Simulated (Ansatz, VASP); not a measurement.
**Pd in VASP and in Ansatz**

The input INCAR:

```
SYSTEM = Pd
PREC = Accurate
ENCUT = 520
EDIFF = 1E-7
ISMEAR = -1
SIGMA = 0.05
LREAL = .False.
LASPH = .True.
NELM = 60
ALGO = Normal
ISIF = 2
LWAVE = .False.
LCHARG = .False.
GGA = PS
NBANDS = 11
```

The input KPOINTS:

```
Automatic mesh
0
Gamma
  12 12 12
  0 0 0
```

Contents of POSCAR:

```
Pd
1.0
    0.0000000000      1.9334358480      1.9334358480
    1.9334358480      0.0000000000      1.9334358480
    1.9334358480      1.9334358480      0.0000000000
Pd
1
Direct
    0.0000000000      0.0000000000      0.0000000000
```

input.yaml

```yaml
crystal:
  lattice:
    - [0.0, 1.933435848, 1.933435848]
    - [1.933435848, 0.0, 1.933435848]
    - [1.933435848, 1.933435848, 0.0]
  atoms:
    - { symbol: Pd, position: [0.0, 0.0, 0.0] }
hamiltonian:
  xc: pbesol
  pseudopotentials: { kind: paw }
kpoints:
  mp_grid: { grid: [12, 12, 12] }
scf:
  occupations: { method: fermi_dirac, width: 0.05 }
output:
  forces: true
  stress: true
  eigenvalues: true
```

Change from the starting cell: volume scaled by 0.98.

Alike in both runs: task single point; functional PBEsol; k mesh 12 × 12 × 12; occupations fermi-dirac, width 0.05 eV; no spin polarisation.

|  | VASP | Ansatz |
| --- | --- | --- |
| version | VASP 6.6.1 | Ansatz 0.2.0 |
| potentials or method | VASP PAW PBE potentials, release 64 (Pd) | Ansatz PAW |
| plane-wave cutoff (eV) | 520 | 420 |
| valence electrons in the cell | 10 | 18 |

VASP gave:

```
gap on the k mesh at the Fermi level (eV) : none
pressure (GPa)                            : 0.8
```

**Question.** What did Ansatz give for the same quantities?

**Answer.** gap on the k mesh at the Fermi level (eV): none; pressure (GPa): 1.1.

A gap of «none» marks a metal or a gap that the smearing closes. The functional is the same, so the differences come from potentials, cutoffs and numerics. The two sets of potentials don't hold the same shells in valence.

Caveats: the PAW data sets were made with another functional, which shifts forces and pressure a little (VASP); the PAW data sets come from PBE, with cores solved anew for the run's functional, which leaves a small shift of forces and pressure (Ansatz).
